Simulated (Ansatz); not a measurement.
Runs of Ansatz 0.2.0 on TiC. It takes space group Fm-3m (No. 225, cubic). The conventional cell has a = 4.331 Å, b = 4.331 Å, c = 4.331 Å, α = 90.00°, β = 90.00°, γ = 90.00°. Around Ti (site symmetry m-3m) lie 6 C at 2.17 Å. C (site symmetry m-3m) has 6 Ti at 2.17 Å as nearest neighbours. The cell is a database's computed one.

```csv
task,level,cell,k mesh,cutoff (eV),smearing,basis error allowed,mesh quality,gap on the mesh (eV),pressure (GPa),relaxed volume (Å³/atom)
single point,PBE,as given,4 × 4 × 4,265,fermi-dirac 0.03 eV,0.004 eV/atom,coarse,none,(a),-
single point,PBE,as given,11 × 11 × 11,313,gaussian 0.028 eV,0.001 eV/atom,not flagged,none,0.2,-
single point,PBE,as given,11 × 11 × 11,313,gaussian 0.023 eV,0.001 eV/atom,not flagged,none,0.2,-
band structure,PBEsol,as given,11 × 11 × 11,312,fermi-dirac 0.05 eV,0.001 eV/atom,not flagged,-,-6.7,-
relaxation of cell and atoms,revPBE,relaxed,11 × 11 × 11,-,fermi-dirac 0.05 eV,0.001 eV/atom,not flagged,-,0.0,10.30
band structure,BLYP,as given,11 × 11 × 11,312,fermi-dirac 0.05 eV,0.001 eV/atom,not flagged,-,(b),-
relaxation of cell and atoms,RPBE,relaxed,11 × 11 × 11,-,fermi-dirac 0.05 eV,0.001 eV/atom,not flagged,-,0.0,10.35
relaxation of cell and atoms,BLYP+D4,relaxed,11 × 11 × 11,-,fermi-dirac 0.05 eV,0.001 eV/atom,not flagged,-,0.0,10.11
single point,PBE,as given,11 × 11 × 11,313,gaussian 0.024 eV,0.001 eV/atom,not flagged,none,0.2,-
single point,PBE,as given,11 × 11 × 11,313,gaussian 0.012 eV,0.001 eV/atom,not flagged,none,0.2,-
single point,PBE,as given,11 × 11 × 11,313,gaussian 0.017 eV,0.001 eV/atom,not flagged,none,0.2,-
relaxation of cell and atoms,PBE+D4,relaxed,11 × 11 × 11,-,fermi-dirac 0.05 eV,0.001 eV/atom,not flagged,-,0.0,9.97
```

Alike in all rows: potentials or basis all-electron LAPW, scalar-relativistic; no spin polarisation.

Task: Fill in the values left out.

Result: (a) -0.7; (b) 8.4.

Caveats: some runs use coarse meshes; the k mesh is thin for a metal, which can move the energy by tens of meV per atom (some runs).

A k mesh can miss the band edges.

A gap of «none» marks a metal or a gap under the smearing width.

Not every run made on this cell is shown here.
